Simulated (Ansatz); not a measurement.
**Zone-centre phonons of InAs at -3 GPa: input and output**

Level of theory: Ansatz 0.2.0, DFT PBE, scalar-relativistic, plane waves, PAW.

Launched with:
```bash
ansatz run input.yaml --threads 1 --pin off --max-ram 3072MiB --backend cpu --events-out ev --progress --plain --runs-dir out
```

Input (bare energies are in eV):
```yaml
crystal:
  lattice:
    - [0.0, 3.1716676001, 3.1716676001]
    - [3.1716676001, 0.0, 3.1716676001]
    - [3.1716676001, 3.1716676001, 0.0]
  atoms:
    - { symbol: In, position: [0.0, 0.0, 0.0] }
    - { symbol: As, position: [0.75, 0.75, 0.75] }
basis:
  ecutwfc: 420
kpoints:
  mp_grid: { grid: [12, 12, 12] }
hamiltonian:
  xc: pbe
scf:
  occupations: { method: fermi_dirac, width: 0.15 }
output:
  eigenvalues: true
phonons:
  method: dfpt
  eigenvectors: true
```

Results section of the output:
```
--- Phonons (Γ-DFPT): 2 representative perturbations + reference, on 163 of 1728 k-points (Σ response iterations 6) ---
  k mesh reduced under 8 symmetry operations, with k and −k counted as one. Each operation leaves every solved displacement unchanged or reverses it
  ASR residual: 1.585e-4 → 0.000e0 eV/Å²; symmetrization residual: 2.944e-6 eV/Å²
  ASR residual per site (eV/Å²): 1.58e-4 7.42e-5
  Γ frequencies (cm⁻¹): 0.00 0.00 0.00 179.16 179.16 179.16
  non-analytic LO–TO correction: not included (Born effective charges unavailable; polar crystals: no LO–TO splitting at Γ)
```

Time: 93 s on 1 thread of AMD EPYC 7R43 64-Core Processor (Zen 3) (shared host), peak memory 0.88 GiB.

Without a gap, frequencies and elastic constants depend on the k mesh and the smearing, soft modes and shear constants most.

The bands only touch here, so at this level the crystal is a zero-gap semiconductor or semimetal, not an ordinary metal; spin–orbit coupling, left out, can open or move such a gap.